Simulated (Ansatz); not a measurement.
# Settings and their price: generalised stacking fault on (111) (glide set) of a GaP-AlP solid solution (72 atoms)

The cell holds 72 atoms: 18 Al, 36 P and 18 Ga. Its edges and angles: a = 6.683 Å, b = 11.576 Å, c = 19.136 Å, α = 90.0°, β = 86.7°, γ = 90.0°. It derives from GaP and AlP. Zinc-blende GaP lattice (a = 5.4569 Å, the value set for the mixture), cell with z along [111], 1 x 3 x 2 periods; the third cell vector is tilted by 0.167 of 1/2[11-2] and lengthened by 0.2 Å, so the cell holds one fault (glide set); displaced by a Gaussian of 0.01 Å; 18 of 36 Ga sites given to Al at random (lattice constant by Vegard's rule between GaP and AlP).

Geometry: as built.

Reference run: Kohn-Sham DFT, revPBE, PAW (set soft_2), plane waves (Ansatz 0.2.0), cutoff 420 eV, k-mesh 5×3×2, gaussian smearing of 0.025 eV.

| Quantity | Value |
| --- | --- |
| r.m.s. force component | 0.3391 eV/Å |
| pressure | 4.616 GPa |
| gap (highest filled to lowest empty level) | 0.5297 eV |
| SCF cycles | 9 |
| time | 10 min on 4 threads of Arm Neoverse V2, shared host |

**Question.** The cell is repeated and solved at Γ. How do error, time and memory go?
- plane waves, 72 atoms (1×1×1)
- support functions, 72 atoms (1×1×1)
- plane waves, 144 atoms (2×1×1)
- support functions, 144 atoms (2×1×1)

Differences are against the typed cell on a 5×3×2 mesh, which samples like Γ on 2160 atoms (r.m.s. force component 0.339 eV/Å, gap 0.530 eV). Every repeated cell is solved at Γ, and forces are averaged over the copies of each atom. Hardware: 4 threads of Arm Neoverse V2, shared host.

| atoms | repeats | basis | Δ force, r.m.s. (meV/Å) | Δ energy (meV/atom) | less plane waves of the same size (meV/atom) | gap (eV) | spread among copies (meV/Å) | SCF cycles | time | host memory (GiB) |
| --- | --- | --- | --- | --- | --- | --- | --- | --- | --- | --- |
| 72 | 1×1×1 | plane waves | 111 | 31.0 | - | - | - | 9 | 11 s | 1.6 |
| 72 | 1×1×1 | support functions | 111 | 30.0 | -0.93 | 0.494 | - | 13 | 96 s | 2.9 |
| 144 | 2×1×1 | plane waves | 19.0 | 36.1 | - | - | 0 | 8 | 47 s | 4.4 |
| 144 | 2×1×1 | support functions | 19.0 | 35.2 | -0.93 | 0.533 | 0 | 13 | 3 min | 5.2 |

Repeating the cell at Γ samples more k-points: in plane waves the energy difference from the dense mesh goes from 31.0 meV/atom at 72 atoms to 36.1 at 144, and the force difference from 111 to 19 meV/Å. At equal size the support functions lie 0.93 meV/atom below plane waves, likely because their grid holds more waves than 420 eV; no run tests this. At the largest size the support functions' forces differ from the reference by 5.6 % of the r.m.s. force, which holds the difference of sampling between the two as well as that of the basis. In some support-function runs the search for missed states was left out or partial.

[Hosts, paths, dates, database ids (printed as entryN), source tags and the programs' standing remarks are cut or masked in the printed files.]
